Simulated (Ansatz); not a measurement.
# Molecular dynamics of WC

Input:

```yaml
accuracy: low
crystal:
  lattice:
    - [-2.938365, -5.089397, 0.0]
    - [4.407547, -2.544698, 0.0]
    - [0.0, 0.0, 5.771313]
  atoms:
    - { symbol: W, position: [0.75, 0.5, 0.0] }
    - { symbol: C, position: [0.5, 0.6666667, 0.25] }
    - { symbol: W, position: [0.75, 0.5, 0.5] }
    - { symbol: C, position: [0.5, 0.6666667, 0.75] }
    - { symbol: W, position: [0.5, 0.0, 0.0] }
    - { symbol: C, position: [0.25, 0.1666667, 0.25] }
    - { symbol: W, position: [0.5, 0.0, 0.5] }
    - { symbol: C, position: [0.25, 0.1666667, 0.75] }
    - { symbol: W, position: [0.25, 0.5, 0.0] }
    - { symbol: C, position: [0.0, 0.6666667, 0.25] }
    - { symbol: W, position: [0.25, 0.5, 0.5] }
    - { symbol: C, position: [0.0, 0.6666667, 0.75] }
    - { symbol: W, position: [0.0, 0.0, 0.0] }
    - { symbol: C, position: [0.75, 0.1666667, 0.25] }
    - { symbol: W, position: [0.0, 0.0, 0.5] }
    - { symbol: C, position: [0.75, 0.1666667, 0.75] }
basis:
  ecutwfc: 420.0
kpoints:
  mp_grid: { grid: [3, 3, 3] }
hamiltonian:
  xc: pbe
  dispersion: d3bj
  pseudopotentials: { kind: paw, azcp: { folder: soft_1 } }
scf:
  occupations: { method: fermi_dirac, width: 0.36 }
  lower_state_search: "off"
md:
  timestep: 0.75
  n_steps: 130
  ensemble: nvt_langevin
  temperature: 4200.0
  initial_velocities: maxwell_boltzmann
  seed: 898905
  friction: 0.02
```

Run as:

```bash
$ ansatz run input.yaml --threads 2 --pin off --max-ram 5120MiB --backend cpu --events-out ev --progress --plain --runs-dir out
```

It starts from a structure without forces on its atoms.

Output, in part (step lines):

```
md step     0: t =     0.00 fs  T =  3937.5 K  F+E_penalty+E_count = -85104.84067996 eV  E_kin = 8.143380 eV  (9 SCF iters)
[... lines left out ...]
```

The steps, from the saved trajectory:

| time (fs) | T (K) | potential energy less start (eV) |
| --- | --- | --- |
| 0.0 | 3938 | 0.000 |
| 3.0 | 4123 | 0.436 |
| 6.0 | 3151 | 1.528 |
| 9.0 | 2340 | 2.726 |
| 12.0 | 1598 | 3.712 |
| 15.0 | 1548 | 4.209 |
| 18.0 | 1751 | 4.419 |
| 21.0 | 1920 | 4.284 |
| 24.0 | 2120 | 3.904 |
| 27.0 | 2050 | 3.622 |
| 30.0 | 1895 | 3.542 |
| 33.0 | 1962 | 3.535 |
| 36.0 | 1834 | 3.640 |
| 39.0 | 2127 | 3.899 |
| 42.0 | 2016 | 4.165 |
| 45.0 | 2152 | 4.108 |
| 48.0 | 2187 | 3.953 |
| 51.0 | 2415 | 3.848 |
| 54.0 | 2790 | 3.860 |
| 57.0 | 3554 | 4.049 |
| 60.0 | 3664 | 4.126 |
| 63.0 | 3914 | 4.000 |
| 66.0 | 3663 | 3.831 |
| 69.0 | 3468 | 3.932 |
| 72.0 | 2970 | 4.276 |
| 75.0 | 3284 | 4.858 |
| 78.0 | 2824 | 5.545 |
| 81.0 | 2895 | 6.246 |
| 84.0 | 2834 | 6.797 |
| 87.0 | 2284 | 7.206 |
| 90.0 | 2602 | 7.420 |
| 93.0 | 3384 | 7.282 |
| 96.0 | 3435 | 7.261 |

The run went to its last step. The mean temperature of the second half is 26 % below the set value. A run of 0.098 ps of so small a system gives no equilibrium averages. Limits of this set-up: coarse k mesh, low accuracy level.

Mean squared displacements from the first frame to the last, about the centre of mass: W 0.04 Å², C 0.08 Å².

Last frame:

```xyz
16
Lattice="-2.9384 -5.0894 0.0000 4.4075 -2.5447 0.0000 0.0000 0.0000 5.7713" Properties=species:S:1:pos:R:3
W -0.173 -5.044 0.044
C 1.764 -4.311 1.442
W 0.053 -5.434 2.882
C 1.632 -4.520 4.442
W -1.454 -2.580 0.170
C 0.090 -1.899 1.275
W -1.311 -2.771 2.974
C -0.083 -1.969 4.555
W 1.435 -2.774 -0.167
C 3.183 -1.862 1.250
W 1.357 -2.710 2.824
C 2.860 -1.979 4.098
W -0.117 -0.041 -0.116
C -1.440 -4.537 1.708
W -0.067 -0.188 3.034
C -1.498 -4.539 4.194
```

Run time: 19 min on 2 threads of Arm Neoverse V2, on a shared host, peak memory 0.83 GiB.
